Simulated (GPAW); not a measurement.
Here is a GPAW 26.7.0 calculation.

run.py

```python
from ase.dft.bandgap import bandgap
from ase.io import read, write
from ase.units import GPa
from gpaw import GPAW, PW

atoms = read('POSCAR')

calc = GPAW(mode=PW(500),
            xc='LDA',
            kpts={'size': (9, 9, 9), 'gamma': True},
            occupations={'name': 'fermi-dirac', 'width': 0.05},
            setups={'Mo': ':d,7.0'},
            nbands=23,
            maxiter=120,
            txt='gpaw.txt')
atoms.calc = calc
energy = atoms.get_potential_energy()
forces = atoms.get_forces()
stress = atoms.get_stress()
calc.write('gs.gpw')
write('result.traj', atoms)
print(f'Energy: {energy:.6f} eV')
print('Forces (eV/A):')
print(forces.round(4))
print('Stress (GPa):', (stress / GPa).round(3))
print('Fermi level:', round(calc.get_fermi_level(), 4), 'eV')
print(f'Gap: {bandgap(calc)[0]:.4f} eV, direct: {bandgap(calc, direct=True)[0]:.4f} eV')
```

The input POSCAR:

```
Si2Mo
1.0
   -1.6000000000      1.6000000000      3.9305000000
    1.6000000000     -1.6000000000      3.9305000000
    1.6000000000      1.6000000000     -3.9305000000
Mo Si
1 2
Direct
    0.0000000000      0.0000000000      0.0000000000
    0.6670000000      0.6670000000      0.0000000000
    0.3330000000      0.3330000000      0.0000000000
```

Potentials or basis: the program's PAW data sets (release 1.2.1) made for this functional, pw.

Command:

```console
$ OMP_NUM_THREADS=1 python run.py
```

What does it give for the largest force?

1.081 eV/Å.

Predict the band gap on the k mesh.

0.69 eV, direct.

Estimate the pressure.

-3.8 GPa.

Stress tensor (GPa, compression positive):
```
-3.94  0.00  0.00
 0.00 -3.94  0.00
 0.00  0.00 -3.47
```

Caveat: the cutoff is short for stress and forces, so pressures can be off by a GPa or more; an odd mesh through Γ misses points on the zone boundary, where band edges often lie; the U is typed as a test and isn't derived for this compound.
